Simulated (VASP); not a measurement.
Here is a VASP 6.6.1 calculation.

Contents of INCAR:

```
PREC = Accurate ; ENCUT = 520
EDIFF = 1E-7 ; ISMEAR = 0
SIGMA = 0.011 ; LREAL = F
LASPH = T ; NELM = 100
ALGO = Normal ; ISIF = 2
LWAVE = F ; LCHARG = F
GGA = PE ; NBANDS = 26
```

Contents of KPOINTS:

```
regular mesh
0
Gamma
  7 7 4
```

File POSCAR:

```
CdS
1.0
    4.1500000000      0.0000000000      0.0000000000
   -2.0750000000      3.5940054257      0.0000000000
    0.0000000000      0.0000000000      6.7370000000
Cd S
2 2
Direct
    0.6666666667      0.3333333333      0.5000000000
    0.3333333333      0.6666666667      0.0000000000
    0.6666666667      0.3333333333      0.8750000000
    0.3333333333      0.6666666667      0.3750000000
```

Potentials or basis: VASP PAW PBE potentials, release 64 (Cd, S).

Run with:

```console
$ cat potpaw_PBE.64/Cd/POTCAR potpaw_PBE.64/S/POTCAR > POTCAR
$ mpirun -np 1 vasp_std > vasp.out
```

Predict the largest force.

0.069 eV/Å.

Predict the pressure.

2.4 GPa.

What does it give for the band gap on the k mesh?

1.20 eV, direct.

Forces in eV/Å, atoms in the order of the input:
```
Cd   0.000  0.000 -0.069
Cd   0.000  0.000 -0.069
S    0.000  0.000  0.069
S    0.000  0.000  0.069
```

**Experimental background.**

From “Isotope dependence of band-gap energy”, 2008, arxiv:0807.2152, for a bulk crystal of CdS: band gap 2.5809 ± 0.0002 eV.

A measured gap of CdS is 2.5809 eV (quoted in “Isotope dependence of band-gap energy”, 2008, arxiv:0807.2152); the calculated 1.20 eV misses it by -1.38 eV. So large a miss can be the level of theory's own, or it may mean another phase, state or a wrong row. Spin-orbit coupling on Cd is left out. The value is that of PBE, without temperature or zero-point motion. Semilocal functionals fall short of measured gaps as a rule.
